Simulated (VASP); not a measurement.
PtS2: equation of state with PBE

PtS2:

```
Pt S
1.0
     1.77177    1.02293    5.33620
    -1.77177    1.02293    5.33620
     0.00000   -2.04586    5.33620
Pt S
1 2
Direct
  0.00000 0.00000 0.00000
  0.74385 0.74385 0.74385
  0.25615 0.25615 0.25615
```

The cell was built by a generator and needn't be a form met in nature.

```yaml
Program: VASP 6.6.1
Task: equation of state
Functional: PBE
Potentials_or_basis: VASP PAW PBE potentials, release 64 (Pt, S)
Cutoff: 520 eV
k_mesh: 9 × 9 × 9
Occupations: fermi-dirac, width 0.05 eV
Spin: no spin polarisation
Further_INCAR_settings: ALGO = Normal; EDIFF = 1e-07; NBANDS = 18
```

```json
{
 "Equilibrium volume": "19.79 Å³/atom",
 "Bulk modulus at fixed shape and positions": "124 GPa",
 "Pressure derivative of the bulk modulus": "4.9"
}
```

Energy against volume, from the lowest point:
```
volume (Å³/atom)  energy (meV/atom)
          18.182              59.74
          18.569              33.07
          18.956              14.81
          19.343               4.06
          19.729               0.00
          20.116               1.91
          20.503               9.12
```

All runs of the series together: 24 min on 1 thread of Intel(R) Xeon(R) Platinum 8559C (Emerald Rapids), with other jobs on the host.

Caveat: the cell was scaled at fixed shape and fractional positions, which overstates the stiffness of a crystal with free parameters, most of all of layers and chains. The run has no spin-orbit coupling, so splittings on Pt are missing.
